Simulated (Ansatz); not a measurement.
**B, simple cubic: how the functional moves the structure**

All rows: Ansatz, plane waves with scalar-relativistic PAW, 420 eV (500 eV for the SCAN forms), relaxed under each functional, no dispersion correction, no zero-point motion. B₀ comes from uniform scaling at fixed shape; a dash is a value not given.

```json
{"functional": "PBE", "V (Å³/atom)": "6.69", "cell": "a = 1.884 Å", "B₀ (GPa)": "234", "magnetic state": "spin not included", "ΔE to alpha-rhombohedral (B12) (meV/atom)": "1095"}
{"functional": "r²SCAN", "V (Å³/atom)": "6.69", "cell": "a = 1.884 Å", "B₀ (GPa)": "232", "magnetic state": "spin not included", "ΔE to alpha-rhombohedral (B12) (meV/atom)": "1209"}
{"functional": "PBEsol", "V (Å³/atom)": "6.61", "cell": "a = 1.876 Å", "B₀ (GPa)": "242", "magnetic state": "spin not included", "ΔE to alpha-rhombohedral (B12) (meV/atom)": "1058"}
{"functional": "LDA", "V (Å³/atom)": "6.47", "cell": "a = 1.864 Å", "B₀ (GPa)": "250", "magnetic state": "spin not included", "ΔE to alpha-rhombohedral (B12) (meV/atom)": "1110"}
{"functional": "revPBE", "V (Å³/atom)": "6.77", "cell": "a = 1.892 Å", "B₀ (GPa)": "228", "magnetic state": "spin not included", "ΔE to alpha-rhombohedral (B12) (meV/atom)": "1084"}
{"functional": "RPBE", "V (Å³/atom)": "6.79", "cell": "a = 1.894 Å", "B₀ (GPa)": "227", "magnetic state": "spin not included", "ΔE to alpha-rhombohedral (B12) (meV/atom)": "1083"}
{"functional": "BLYP", "V (Å³/atom)": "6.92", "cell": "a = 1.906 Å", "B₀ (GPa)": "208", "magnetic state": "spin not included", "ΔE to alpha-rhombohedral (B12) (meV/atom)": "1234"}
```

LDA gives the smallest volume and BLYP the largest.
